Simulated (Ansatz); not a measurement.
# ZnS (F-43m): equation of state with a fit, by script

The task is an equation of state with a fit, for ZnS (F-43m).

The COD entry's cell or inner coordinates are ideal or old and differ from later refinements, so a difference from it is no clean test against experiment.

All numbers are computed with Ansatz 0.2.0 through its Python package. Level of theory: DFT PBE, plane waves, PAW.

## (1) The system

The structure is cubic, space group F-43m (No. 216). Conventional cell: a = 5.404 Å, b = 5.404 Å, c = 5.404 Å, α = 90.00°, β = 90.00°, γ = 90.00°. Around Zn (site symmetry -43m) lie 4 S at 2.34 Å. Around S (site symmetry -43m) lie 4 Zn at 2.34 Å.

The script holds or builds the structure itself.

## (2) Script

eos_zns.py

```python
import ansatz as az
from ase.eos import EquationOfState
from ase.units import GPa
import numpy as np

vectors0 = np.array([
    [0.0, 2.702, 2.702],
    [2.702, 0.0, 2.702],
    [2.702, 2.702, 0.0],
])
sites = [
    ("Zn", (0.25, 0.25, 0.25)),
    ("S", (0.0, 0.0, 0.0)),
]


def on_lattice(cell):
    crystal = az.Crystal(lattice=az.Lattice.of(cell))
    for symbol, position in sites:
        crystal = crystal.atom(symbol, position)
    return crystal


def main() -> None:
    volumes, energies, pressures = [], [], []
    for scale in np.linspace(0.94, 1.06, 7):
        cell = vectors0 * scale ** (1 / 3)
        job = on_lattice(cell).calculation()
        job = job.occupations("Fixed")
        job = job.basis(38 * az.Ry)
        job = job.functional(az.Functional.PBE)
        job = job.kpoints(6, 6, 6).stress()
        rep = job.run(threads=1).report
        volumes.append(abs(np.linalg.det(cell)) / len(sites))
        energies.append(rep["free_energy_ev"] / len(sites))
        pressures.append(np.trace(rep["stress_gpa"]) / 3)
        print(f"V = {volumes[-1]:8.4f} A^3/atom  F = {energies[-1]:.5f} eV/atom  P = {pressures[-1]:8.3f} GPa")

    eos = EquationOfState(volumes, energies, eos="murnaghan")
    v0, e0, bulk = eos.fit()
    print(f"V0 = {v0:.4f} A^3/atom, E0 = {e0:.5f} eV/atom, B = {bulk / GPa:.1f} GPa")
    eos.plot("eos.png")


if __name__ == "__main__":
    main()
```

## (3) The calls as engine input

The engine receives this input (first run):

```yaml
crystal:
  lattice:
    - [0.0, 2.6468416657494473, 2.6468416657494473]
    - [2.6468416657494473, 0.0, 2.6468416657494473]
    - [2.6468416657494473, 2.6468416657494473, 0.0]
  atoms:
    - { symbol: Zn, position: [0.25, 0.25, 0.25] }
    - { symbol: S, position: [0.0, 0.0, 0.0] }
basis:
  ecutwfc: 517.016338673772
kpoints:
  mp_grid:
    grid: [6, 6, 6]
hamiltonian:
  xc: pbe
scf:
  occupations:
    method: fixed
output:
  stress: true
```

## (4) Launch

On the command line:

```
$ python eos_zns.py
```

What it wrote:

```text
V =  18.5432 A^3/atom  F = -2111.33417 eV/atom  P =    7.028 GPa
V =  18.9377 A^3/atom  F = -2111.34897 eV/atom  P =    5.024 GPa
V =  19.3322 A^3/atom  F = -2111.35908 eV/atom  P =    3.225 GPa
V =  19.7268 A^3/atom  F = -2111.36500 eV/atom  P =    1.609 GPa
V =  20.1213 A^3/atom  F = -2111.36714 eV/atom  P =    0.156 GPa
V =  20.5158 A^3/atom  F = -2111.36589 eV/atom  P =   -1.150 GPa
V =  20.9104 A^3/atom  F = -2111.36158 eV/atom  P =   -2.324 GPa
V0 = 20.1667 A^3/atom, E0 = -2111.36716 eV/atom, B = 69.5 GPa
```

It took 8.5 s on 1 thread of Arm Neoverse V1, shared host; peak memory 0.36 GiB.

## (5) What changed from run to run

The engine's inputs for some of the other runs:

Run 2, against run 1:

```diff
@@ -3,3 +3,3 @@
-    - [0.0, 2.6468416657494473, 2.6468416657494473]
-    - [2.6468416657494473, 0.0, 2.6468416657494473]
-    - [2.6468416657494473, 2.6468416657494473, 0.0]
+    - [0.0, 2.665482009936372, 2.665482009936372]
+    - [2.665482009936372, 0.0, 2.665482009936372]
+    - [2.665482009936372, 2.665482009936372, 0.0]
```

Run 4, against run 1:

```diff
@@ -3,3 +3,3 @@
-    - [0.0, 2.6468416657494473, 2.6468416657494473]
-    - [2.6468416657494473, 0.0, 2.6468416657494473]
-    - [2.6468416657494473, 2.6468416657494473, 0.0]
+    - [0.0, 2.702, 2.702]
+    - [2.702, 0.0, 2.702]
+    - [2.702, 2.702, 0.0]
```

Run 7, against run 1:

```diff
@@ -3,3 +3,3 @@
-    - [0.0, 2.6468416657494473, 2.6468416657494473]
-    - [2.6468416657494473, 0.0, 2.6468416657494473]
-    - [2.6468416657494473, 2.6468416657494473, 0.0]
+    - [0.0, 2.7549938461848282, 2.7549938461848282]
+    - [2.7549938461848282, 0.0, 2.7549938461848282]
+    - [2.7549938461848282, 2.7549938461848282, 0.0]
```

Lines on the test bed's own set-up are left out of the output.

## (6) The engine's runs

From the records of these 7 runs:

| run | volume (Å³/atom) | energy from run 5 (meV/atom) | pressure (GPa) | gap on the mesh (eV) | SCF cycles | CPU time (s) |
| --- | --- | --- | --- | --- | --- | --- |
| 1 | 18.543 | 32.97 | 7.03 | 2.38 | 6 | 1 |
| 2 | 18.938 | 18.17 | 5.02 | 2.29 | 6 | 0.91 |
| 3 | 19.332 | 8.06 | 3.22 | 2.20 | 6 | 0.93 |
| 4 | 19.727 | 2.14 | 1.61 | 2.11 | 6 | 0.94 |
| 5 | 20.121 | 0.00 | 0.16 | 2.02 | 6 | 0.94 |
| 6 | 20.516 | 1.25 | -1.15 | 1.94 | 6 | 0.95 |
| 7 | 20.910 | 5.56 | -2.32 | 1.86 | 6 | 0.96 |

## (7) Results

```
                      quantity           value
                 runs compared               7
               range of energy  32.97 meV/atom
lowest point, volume (Å³/atom)          20.121
      equilibrium volume (fit)   20.17 Å³/atom
            bulk modulus (fit)          70 GPa
```

**Reading.** A third-order Birch-Murnaghan fit through the 7 points (the script's own form differs a little) has its minimum at 20.17 Å³ an atom, 2.2 % above the typed cell, with a bulk modulus of 70 GPa and dB/dP = 4.4. From that minimum the energy rises by 33.0 meV an atom on the compressed side and 5.6 meV on the expanded side. Of the deposited cell: the entry's cell lengths or inner coordinates differ somewhat from later room-temperature determinations. Pressure is positive in compression.
